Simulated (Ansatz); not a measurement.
CsCl:
```yaml
crystal:
  lattice:
    - [4.06865, 0.00000, 0.00000]
    - [0.00000, 4.06865, 0.00000]
    - [0.00000, 0.00000, 4.06865]
  atoms:
    - { symbol: Cs, position: [0.00000, 0.00000, 0.00000] }
    - { symbol: Cl, position: [0.50000, 0.50000, 0.50000] }
```

Relaxed with PBEsol. Special points in fractions of this cell's reciprocal vectors: Γ (0.000, 0.000, 0.000); X (0.000, 0.500, 0.000); M (0.500, 0.500, 0.000); R (0.500, 0.500, 0.500).

Problem. List the band energies nearest the valence-band maximum at these points for the program Ansatz at the PBEsol with spin–orbit coupling level (PAW).

Solution. In eV from the valence-band maximum; about four levels below and three above (degenerate sets whole), none deeper than 8.9 eV; points with the same levels are listed once.

```
k                    below                          above
-  -----------------------  -----------------------------
Γ      0.00 0.00 0.00 0.00            5.15 5.15 5.15 5.15
X  -0.39 -0.39 -0.32 -0.32            6.26 6.26 7.62 7.62
M  -0.49 -0.49 -0.15 -0.15            5.77 5.77 5.84 5.84
R  -1.28 -1.28 -1.28 -1.28  8.52 8.52 8.52 8.52 8.53 8.53
```

Space group Pm-3m (CsCl type). The PBEsol relaxation kept the symmetry of its start.

Potentials: the later of the program's two PAW sets.
